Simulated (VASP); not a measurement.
A convergence study with VASP on AlSb (zinc blende): one setting is varied, all else stays as given below, so the limit is that of these other settings.

```xyz
2
Lattice="0.0000 3.0700 3.0700 3.0700 0.0000 3.0700 3.0700 3.0700 0.0000" Properties=species:S:1:pos:R:3 pbc="T T T"
Al     0.0000     0.0000     0.0000
Sb     1.5350     1.5350     1.5350
```

Computed with PBE GGA, VASP's PBE PAW potentials (set 64) (plane waves; VASP). The tightest run used: 550 eV cut-off, 12×12×12 Monkhorst-Pack mesh, Gaussian smearing of 0.050 eV, potentials Al Sb.

Question: The settings run are 1×1×1 mesh; 2×2×2 mesh; 3×3×3 mesh; 4×4×4 mesh; 5×5×5 mesh; 6×6×6 mesh; 7×7×7 mesh; 8×8×8 mesh; 9×9×9 mesh; 10×10×10 mesh; 11×11×11 mesh; 12×12×12 mesh. From which on does the energy per atom stay within 0.01 eV/atom of the tightest run?

Answer: From 6×6×6 mesh on: it is off by 0.0000 there and by no more than 0.01 in any finer run, while 5×5×5 mesh is off by 0.0218.
| setting | E (eV/atom) | pressure (GPa) | irreducible k-points | difference judged (eV/atom) |
|---|---|---|---|---|
| 1×1×1 mesh | 3.0300 | 29.07 | 1 | 7.1283 |
| 2×2×2 mesh | -4.0390 | 2.70 | 2 | 0.0592 |
| 3×3×3 mesh | -3.8714 | 3.41 | 4 | 0.2269 |
| 4×4×4 mesh | -4.0972 | 2.45 | 10 | 0.0010 |
| 5×5×5 mesh | -4.0764 | 2.52 | 10 | 0.0218 |
| 6×6×6 mesh | -4.0982 | 2.45 | 28 | 0.0000 |
| 7×7×7 mesh | -4.0951 | 2.45 | 20 | 0.0031 |
| 8×8×8 mesh | -4.0982 | 2.45 | 60 | 0.0000 |
| 9×9×9 mesh | -4.0977 | 2.45 | 35 | 0.0005 |
| 10×10×10 mesh | -4.0982 | 2.45 | 110 | 0.0000 |
| 11×11×11 mesh | -4.0981 | 2.45 | 56 | 0.0001 |
| 12×12×12 mesh | -4.0982 | 2.45 | 182 | 0.0000 |

Left out are rungs that failed or repeat a setting and relaxations that didn't move; long series are thinned to 24 rows.

The compound is AlSb in the zinc blende structure. The cell was not relaxed at this level.
